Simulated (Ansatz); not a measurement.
**SCF convergence of Sn against the mixing preconditioner**

Method: Ansatz 0.2.0, DFT r2SCAN, scalar-relativistic, plane waves, PAW.

```cif
data_structure
_symmetry_space_group_name_H-M 'P 1'
_symmetry_Int_Tables_number 1
_cell_length_a 3.6827
_cell_length_b 3.6827
_cell_length_c 3.6827
_cell_angle_alpha 128.816
_cell_angle_beta 128.816
_cell_angle_gamma 75.306
_cell_volume 29.51
loop_
_atom_site_label
_atom_site_type_symbol
_atom_site_fract_x
_atom_site_fract_y
_atom_site_fract_z
_atom_site_occupancy
Sn1 Sn 0.00000 0.00000 0.00000 1
```

```
plane-wave cutoff : 500 eV
Γ-centred k-mesh  : 18×18×18
occupation rule   : Gaussian smearing, 0.1 eV
spin treatment    : unpolarised
```

Each run starts from superposed atomic densities and uses the program's default quasi-Newton mixer with a history of 8, at most 120 iterations and the default threshold on the density residual; only the mixing preconditioner differs.

```json
{"mixing preconditioner": "none", "iterations": "6", "converged": "yes", "density residual (eV) at iterations 1, 3, 5": "0.038 0.00026 2e-07"}
{"mixing preconditioner": "kerker-dos", "iterations": "6", "converged": "yes", "density residual (eV) at iterations 1, 3, 5": "0.038 0.00014 3.8e-07"}
{"mixing preconditioner": "ldos", "iterations": "6", "converged": "yes", "density residual (eV) at iterations 1, 3, 5": "0.038 0.0009 4.7e-07"}
{"mixing preconditioner": "local-kerker", "iterations": "6", "converged": "yes", "density residual (eV) at iterations 1, 3, 5": "0.038 0.00017 7.2e-07"}
```

This form isn't the element's structure at ambient conditions.

Cost: 4 runs of about 2.3 core-minutes in all, on Intel Xeon Processor @ 2.50GHz (Skylake/Cascade Lake) (shared hosts).